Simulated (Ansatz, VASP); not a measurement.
## Zn: VASP beside Ansatz

```xyz
3
Lattice="2.2980 -1.3257 0.0000 2.2980 1.3257 0.0000 -1.6127 0.0000 7.3965" Properties=species:S:1:pos:R:3 pbc="T T T"
Zn    3.0364    0.0000    2.4742
Zn   -0.0530    0.0000    4.9223
Zn    0.0000    0.0000    0.0000
```

Change from the starting cell: volume scaled by 1.04.

Alike in both runs: task single point; functional PBEsol; k mesh 12 × 12 × 4; occupations fermi-dirac, width 0.05 eV; no spin polarisation.

|  | VASP | Ansatz |
| --- | --- | --- |
| version | VASP 6.6.1 | Ansatz 0.2.0 |
| potentials or method | VASP PAW PBE potentials, release 64 (Zn), cutoff 520 eV | all-electron LAPW, scalar-relativistic |

Ansatz gave:

| Item | Value |
| --- | --- |
| gap on the k mesh at the Fermi level (eV) | none |
| pressure (GPa) | -4.2 |
| largest component of the traceless stress (GPa) | 4.01 |
| rms of the force components (eV/Å) | 0.005 |

Question: Which values does VASP return?

Answer: gap on the k mesh at the Fermi level (eV): none; pressure (GPa): -3.8; largest component of the traceless stress (GPa): 3.87; rms of the force components (eV/Å): 0.005.

Atom by atom the forces differ by 0.000 eV/Å (rms over components). A gap of «none» marks a metal or a gap that the smearing closes. Ansatz ran all-electron here, so the differences hold the error of VASP's frozen core and of both bases.

Caveats: the PAW data sets were made with another functional, which shifts forces and pressure a little (VASP).
